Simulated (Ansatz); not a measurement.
# H_i (antibonding, by C) in SiC (F-43m): charge-transition levels and formation energies

Wanted: the transition levels of a hydrogen interstitial in SiC (F-43m), from a cell of 54 host atoms with 1 H put in.

Main program and level: Ansatz 0.2.0; place-levels on r2SCAN runs: charge-transition levels and formation energies with image-charge correction and potential alignment at the atomic sites.

**Measured values to reproduce.**

For SiC, cubic 3C zincblende (literature value), “Insight into the structural, elastic and electronic properties of a new orthorhombic 6O-SiC polytype” (2020, pmc:7200658) quotes earlier work: band gap (indirect gap) 2.4 eV [literature value; measurement temperature and method not stated].

## 1. Starting point

The cell holds 55 atoms: 27 Si, 27 C and 1 H. Its edges and angles: a = 9.242 Å, b = 9.242 Å, c = 9.242 Å, α = 60.0°, β = 60.0°, γ = 60.0°. It derives from SiC (space group F-43m). Nearest the centre at fractional (0.465, 0.465, 0.271): H55 at 0.00 Å, C28 at 1.10 Å, Si33 at 1.84 Å, Si45 at 1.84 Å, Si27 at 1.84 Å, C44 at 2.27 Å, C32 at 2.27 Å, C26 at 2.27 Å.

Structure file:

```xyz
55
Lattice="0.0000 6.5348 6.5348 6.5348 0.0000 6.5348 6.5348 6.5348 0.0000" Properties=species:S:1:pos:R:3 pbc="T T T"
Si    0.0000    0.0000    0.0000
C     1.0891    1.0891    1.0891
Si    2.1783    2.1783    0.0000
C     3.2674    3.2674    1.0891
Si    4.3566    4.3566    0.0000
C     5.4457    5.4457    1.0891
Si    2.1783    0.0000    2.1783
C     3.2674    1.0891    3.2674
Si    4.3566    2.1783    2.1783
C     5.4457    3.2674    3.2674
Si    6.5348    4.3566    2.1783
C     7.6240    5.4457    3.2674
Si    4.3566    0.0000    4.3566
C     5.4457    1.0891    5.4457
Si    6.5348    2.1783    4.3566
C     7.6240    3.2674    5.4457
Si    8.7131    4.3566    4.3566
C     9.8023    5.4457    5.4457
Si    0.0000    2.1783    2.1783
C     1.0891    3.2674    3.2674
Si    2.1783    4.3566    2.1783
C     3.2674    5.4457    3.2674
Si    4.3566    6.5348    2.1783
C     5.4457    7.6240    3.2674
Si    2.1783    2.1783    4.3566
C     3.2674    3.2674    5.4457
Si    4.3566    4.3566    4.3566
C     5.4457    5.4457    5.4457
Si    6.5348    6.5348    4.3566
C     7.6240    7.6240    5.4457
Si    4.3566    2.1783    6.5348
C     5.4457    3.2674    7.6240
Si    6.5348    4.3566    6.5348
C     7.6240    5.4457    7.6240
Si    8.7131    6.5348    6.5348
C     9.8023    7.6240    7.6240
Si    0.0000    4.3566    4.3566
C     1.0891    5.4457    5.4457
Si    2.1783    6.5348    4.3566
C     3.2674    7.6240    5.4457
Si    4.3566    8.7131    4.3566
C     5.4457    9.8023    5.4457
Si    2.1783    4.3566    6.5348
C     3.2674    5.4457    7.6240
Si    4.3566    6.5348    6.5348
C     5.4457    7.6240    7.6240
Si    6.5348    8.7131    6.5348
C     7.6240    9.8023    7.6240
Si    4.3566    4.3566    8.7131
C     5.4457    5.4457    9.8023
Si    6.5348    6.5348    8.7131
C     7.6240    7.6240    9.8023
Si    8.7131    8.7131    8.7131
C     9.8023    9.8023    9.8023
H     4.8107    4.8107    6.0807
```

Screening for the image-charge correction: ε∞ = 7.01, ε0 = 10.34, computed on the host (DFPT, PBEsol, on the LDA cell), and a cell off the functional's own equilibrium shifts the ionic part.

The cell's shortest repeat is 9.2 Å.

## 2. The runs of each charge state

Levels follow from differences of total energies between charge states, each relaxed by itself.

Random displacements of about 0.05 Å break the site symmetry at the start, so that the relaxation can reach a distorted minimum if there is one. Forces are taken on a 2×2×2 shifted mesh. The cell holds 1 electron more than the neutral one, with a uniform background that keeps it neutral on the whole.

The sampling was tested on the host first: at the k-points planned (1x1x1 shifted 0.25 0.25 0.25) its energy lies 0.119 eV an atom from the dense-mesh value, so the final energies take a denser sampling.

One of the inputs; charge, spin and start change from state to state.

qm1.relax/input.yaml

```yaml
crystal:
  lattice:
    - [0.0, 2.17828075, 2.17828075]
    - [2.17828075, 0.0, 2.17828075]
    - [2.17828075, 2.17828075, 0.0]
  atoms:
    - { symbol: Si, position: [0.0, 0.0, 0.0] }
    - { symbol: C, position: [0.25, 0.25, 0.25] }
  supercell: [3, 3, 3]
  defects:
    - { interstitial: { symbol: H, position: [0.465256, 0.465256, 0.2709] } }
total_charge: -1
basis:
  ecutwfc: 500
  xc_grid: 2
hamiltonian:
  xc: r2scan
kpoints:
  mp_grid: { grid: [2, 2, 2], shift: [0.5, 0.5, 0.5] }
scf:
  occupations: { method: fixed }
  max_iter: 100
output:
  forces: true
  charged_corrections: { epsilon: 7.01, static_epsilon: 10.34 }
relax:
  f_tol: 0.02
  max_steps: 80
  random_displacement: { amplitude: 0.05, seed: 9820 }
checkpoint:
  write: "../qm1.relax.run"
  compress: false
  write_wavefunctions: true
  write_every: 100000
```

Launch:

```sh
ansatz run input.yaml --threads 4 --pin off --max-ram 7536MiB --backend cpu --events-out ev --progress --plain --runs-dir out
```

The run of this state that the levels use, under r2SCAN:

qm1.point/input.yaml

```yaml
crystal:
  checkpoint: "../qm1.relax.run"
  host: checkpoint
total_charge: -1
basis:
  ecutwfc: 500
  xc_grid: 2
hamiltonian:
  xc: r2scan
kpoints:
  mp_grid: { grid: [2, 2, 2], shift: [0.5, 0.5, 0.5] }
scf:
  occupations: { method: fixed }
  max_iter: 100
output:
  forces: true
  eigenvalues: true
  charged_corrections:
    epsilon: 7.01
    static_epsilon: 10.34
    defect_position: [0.465256, 0.465256, 0.2709]
  eigenstates: { localisation: true }
  populations: true
  band_densities: [{ bands: [v1, v1] }, { bands: [c1, c1] }]
  write_density: true
  write_potential: true
  volumetric_format: npy
checkpoint:
  read: "../qm1.relax.run"
  write: "../qm1.point.run"
  compress: false
  write_wavefunctions: false
  write_every: 100000
```

Relaxations under r2SCAN at a 2×2×2 shifted mesh; times on 4 threads of Intel Xeon Platinum 8375C at 2.90GHz (Ice Lake), shared host:

| charge | moment (μB) | occupations | outcome | steps | largest displacement against the far atoms (Å) | time |
| --- | --- | --- | --- | --- | --- | --- |
| −1 | 0 | fixed | converged | 19 | 1.79 | 4 min |
| 0 | 1 | fixed | converged | 9 | 0.49 | 5.7 min |
| +1 | 0 | fixed | converged | 15 | 0.22 | 3.7 min |

Single points under r2SCAN at a 2×2×2 shifted mesh; times on 4 threads of Intel Xeon Platinum 8375C at 2.90GHz (Ice Lake), shared host:

| charge | moment (μB) | occupations | outcome | time |
| --- | --- | --- | --- | --- |
| −1 | 0 | fixed | converged | 15 s |
| 0 | 1 | fixed | converged | 49 s |
| +1 | 0 | fixed | converged | 19 s |

Distances (Å) from H55 to the nearest atoms after relaxation with r2SCAN:

| charge | moment (μB) | 1. | 2. | 3. | 4. | 5. | 6. |
| --- | --- | --- | --- | --- | --- | --- | --- |
| −1 | 0 | Si 1.82 | Si 1.82 | Si 1.82 | Si 1.82 | C 2.23 | C 2.23 |
| 0 | 1 | C 1.13 | Si 1.79 | Si 1.79 | C 2.17 | C 2.17 | Si 2.36 |
| +1 | 0 | C 1.11 | Si 1.81 | Si 1.97 | C 2.11 | Si 2.12 | C 2.27 |

## 3. place-levels, r2SCAN

A charged cell interacts with its images and the background, and its potential has another zero than the host's. place-levels removes the first by a point-charge model, screened by the static dielectric constant since the ions have relaxed around the charge, and the second by comparing potentials at atoms far from the defect.

The host is a run of the defect-free crystal in the same cutoffs, grids and k-points, so that basis and sampling errors cancel in part in the differences. The host is run in a cell of 2 atoms on a matching mesh. Its band edges are searched through the zone by a band path, so the gap is smaller than, or equal to, that on the mesh. Chemical potentials are energies per atom of H (H2 molecule), run with the same functional and cutoff.

levels.point.yaml

```yaml
host:
  run: host.point.run
states: [qm1.point.run, q0_M1.point.run, qp1.point.run]
geometry_from:
  qm1.point.run: qm1.relax.run
  q0_M1.point.run: q0_M1.relax.run
  qp1.point.run: qp1.relax.run
  host.point.run: host.relax.run
chemical_potentials:
  H:
    energy: -15.945667
    dataset: "<sha256 of the dataset>"
epsilon: 7.01
static_epsilon: 10.34
vertical:
  - { from: qm1.point.run, to: qm1.point_neutral.run }
  - { from: qp1.point.run, to: qp1.point_neutral.run }
```

Launch:

```sh
ansatz place-levels levels.point.yaml -- --threads 4 --pin off --max-ram 7536MiB
```

Numbers of over 12 decimals in the logs are rounded to 6 here.

Log:

```text
[... repeated set-up lines and file paths are left out, and long positions are rounded to six places ...]
(+1/0) 1.799 eV above the valence edge (+2.009 eV without the band-filling correction), in the conduction band; not on the lower envelope
(0/-1) 0.801 eV above the valence edge (+0.590 eV without the band-filling correction), 0.912 eV under the conduction edge; not on the lower envelope
(+1/-1) 1.300 eV above the valence edge, 0.413 eV under the conduction edge: charges between them are lowest nowhere
formation energy of charge +1: +1.085 eV with the Fermi level at the valence edge
formation energy of charge 0: +2.884 eV with the Fermi level at the valence edge
formation energy of charge -1: +3.684 eV with the Fermi level at the valence edge
vertical -1 to 0: no energy, since no alignment is typed
  the change from vertical[0].from (qm1.point.run) to vertical[0].to (qm1.point_neutral.run): by its potential at epsilon 7.01 it stands at 0.604 0.603 0.281, with an rms radius of about 2.8 Å (1.6 1.6 1.6 Å across the planes of the cell's vectors); [...]
vertical +1 to 0: no energy, since no alignment is typed
  the change from vertical[1].from (qp1.point.run) to vertical[1].to (qp1.point_neutral.run): by its potential at epsilon 7.01 it stands at 0.331 0.327 0.330, with an rms radius of about 5.1 Å (2.9 3.1 2.8 Å across the planes of the cell's vectors); [...]
  edges by r2scan, gap 1.712 eV; the host is sampled to repeats of 18.48 Å
  the defect's cells are sampled to repeats of 18.48 Å, like sampling
  charge +1: -24090.2537 eV with its correction of +0.276 eV, at epsilon 10.34, aligned at sites: +0.0321 eV, mean over 15 atomic sites at or beyond 4.62 Å from the defect at [0.4653, 0.4653, 0.2709], with -0.000787 for the charge's moments and without [...]
  charge 0: +0.000 eV for its dipole among its images, +0.019 omitted
  charge -1: -24068.9050 eV with its correction of +0.171 eV, at epsilon 10.34, aligned at sites: +0.0738 eV, mean over 15 atomic sites at or beyond 4.62 Å from the defect at [0.4653, 0.4653, 0.2709], with +0.000000 for the charge's moments and without [...]
  of states[2] (qp1.point.run): it parts from the run at its places by a charge that spreads by about 3.1 Å along one vector (1.3 Å or more is wide), by its potential at epsilon 7.01, taken for that of held ions (one typed too small widens it), where the cell [...]
  of states[1] (q0_M1.point.run): a band-filling correction moves a carrier to the host's band edge, which changes its energy by -0.210 eV; [...]
  of states[0] (qm1.point.run): it parts from the run at its places by a charge that spreads by about 1.6 Å along one vector (1.3 Å or more is wide), by its potential at epsilon 7.01, taken for that of held ions (one typed too small widens it), where the cell [...]
  of vertical[0].from (qm1.point.run): it parts from the run at its places by a charge that spreads by about 1.6 Å along one vector (1.3 Å or more is wide), by its potential at epsilon 7.01, taken for that of held ions (one typed too small widens it), where [...]
  of vertical[0].to (qm1.point_neutral.run): stability_check_not_made
  of vertical[1].from (qp1.point.run): it parts from the run at its places by a charge that spreads by about 3.1 Å along one vector (1.3 Å or more is wide), by its potential at epsilon 7.01, taken for that of held ions (one typed too small widens it), where [...]
  of vertical[1].to (qp1.point_neutral.run): stability_check_not_made
```

Run time: 0.38 s. Hardware: 4 threads of Intel Xeon Platinum 8375C at 2.90GHz (Ice Lake), shared host.

Levels between the charges placed, in eV above the valence top:

|  | gap (eV) | (+1/0) | (0/−1) |
| --- | --- | --- | --- |
| r2SCAN | 1.71 | 1.80 | 0.80 |

Corrections by state:

| charge | moment (μB) | image terms and alignment (eV) | band filling (eV) | ε used | over the lowest of its charge, as the program ranks them, band filling apart (eV) |
| --- | --- | --- | --- | --- | --- |
| +1 | 0.0 | 0.276 | - | 10.34 | 0.000 |
| 0 | 1.0 | 0.000 | -0.210 | - | 0.000 |
| −1 | 0.0 | 0.171 | - | 10.34 | 0.000 |

The charged structures listed were also run neutral, and place-levels reads from each pair, by the potential or the spins, how wide the charge is by which they differ; that can be the carrier of either run.

| charge | rms radius (Å) | spread where it is widest against the cell (Å) | wide from (Å) | reading |
| --- | --- | --- | --- | --- |
| +1 | 5.1 | 3.05 | 1.31 | wide |
| −1 | 2.8 | 1.63 | 1.31 | wide |

The neutral runs of these pairs need not share the spin of the lowest neutral state, and very wide values only mean spread over the cell.

From the program's caveats on the states, each cut to its opening words:

- charge +1: it parts from the run at its places by a charge that spreads by about 3.1 Å along one vector (1.3 Å or more is wide), by its potential at epsilon 7.01, taken [...]
- charge 0 (1 μB): a band-filling correction moves a carrier to the host's band edge, which changes its energy by -0.210 eV
- charge 0 (1 μB): its alignment with the host at atomic sites is doubtful: the mean over the far sites moves by -0.0510 eV from their farther parts to their nearer, more than [...]
- charge 0 (1 μB): flagged: stability check not made
- charge −1: it parts from the run at its places by a charge that spreads by about 1.6 Å along one vector (1.3 Å or more is wide), by its potential at epsilon 7.01, taken [...]

Chemical potentials of the elements' reference phases, run alike. Formation energies (elemental references), with the Fermi level at the valence top and at the conduction bottom (gap 1.71 eV):

| charge | at valence top (eV) | at conduction bottom (eV) | correction included (eV) |
| --- | --- | --- | --- |
| +1 | 1.09 | 2.80 | 0.28 |
| 0 | 2.88 | 2.88 | -0.21 |
| −1 | 3.68 | 1.97 | 0.17 |

| Fermi level (eV) | lowest formation energy (eV) |
| --- | --- |
| 0.00 | 1.09 |
| 0.16 | 1.24 |
| 0.31 | 1.40 |
| 0.47 | 1.55 |
| 0.62 | 1.71 |
| 0.78 | 1.86 |
| 0.93 | 2.02 |
| 1.09 | 2.18 |
| 1.25 | 2.33 |
| 1.40 | 2.28 |
| 1.56 | 2.13 |
| 1.71 | 1.97 |

## 4. What came out

| Item | Value |
| --- | --- |
| gap of the host | 1.71 eV (r2SCAN) |
| level (plus 1/0) | 1.80 eV above the valence top, past the conduction bottom, not a change between lowest states (2.01 eV above the valence top without the band-filling term) |
| level (0/minus 1) | 0.80 eV above the valence top, not a change between lowest states (0.59 eV above the valence top without the band-filling term) |
| level (plus 1/minus 1) | 1.30 eV above the valence top |
| lowest of the charges placed, just above the valence top (0.02 eV) | +1 |
| lowest of the charges placed, just below the conduction bottom (0.02 eV) | −1 |
| lowest formation energy at mid-gap of the charges run, elemental references | 1.94 eV |

**Reading.** Of the charges placed (−1, 0 and +1), the lowest changes at 1.30 eV (+1/−1) above the valence top, in a gap of 1.71 eV. (+1/−1) passes over charge 0, which lies 0.50 eV above the two there; a lower structure or spin state of it, if missed, would change that. Charges above +1 and below −1 were not placed, so these runs say nothing of levels that involve them. States placed: +1 at 0 μB; 0 at 1 μB; −1 at 0 μB. Other spin states or structures, where not listed, weren't placed. The program finds carriers beyond a band edge of the host and adds a band-filling term at charge 0 (-0.21 eV); steps to such a charge show no bound level, and a defect level inside a band would be read the same way. At charge −1 the atom put in ends up to 1.8 Å from its starting place, so the name tells the start alone and the levels can join different sites. H is taken at its element; compounds, which aren't counted here, bound the chemical potentials and would shift these formation energies. The program doubts the alignment of potentials for at least one state, a sign that the cell is small. What this leaves open: r2SCAN makes the gap too small and tends to spread out bound carriers.

Comparison with the measured values:

| quantity | measured | r2SCAN |
| --- | --- | --- |
| band gap (least gap of the host) (eV) | 2.4 | 1.71 (-0.69 eV) |

Measured values from pmc:7200658 (2020).

How well it matches: The band gap is off by -0.69 eV: a clear miss. Local and semilocal functionals usually give gaps below the measured ones. Zero-point and thermal motion shift the measured gap.

[Logs are printed without paths, hosts, clocks, repeated set-up lines and the standing remarks that a program may print on its own settings, such as how far it seeks lower states.]

[Hosts, paths, dates, database ids (printed as entryN), source tags and the programs' standing remarks are cut or masked in the printed files.]

[Where a table of states has a column of steps, it counts the stored structures, which are thinned; the runs took as many ionic steps or more.]

[A defect's name tells the site on which it was built; relaxed atoms can leave that site.]

[For some hosts the program warned that the k-mesh of the response run may be too coarse for force constants and the static dielectric constant; such warnings are not shown here.]
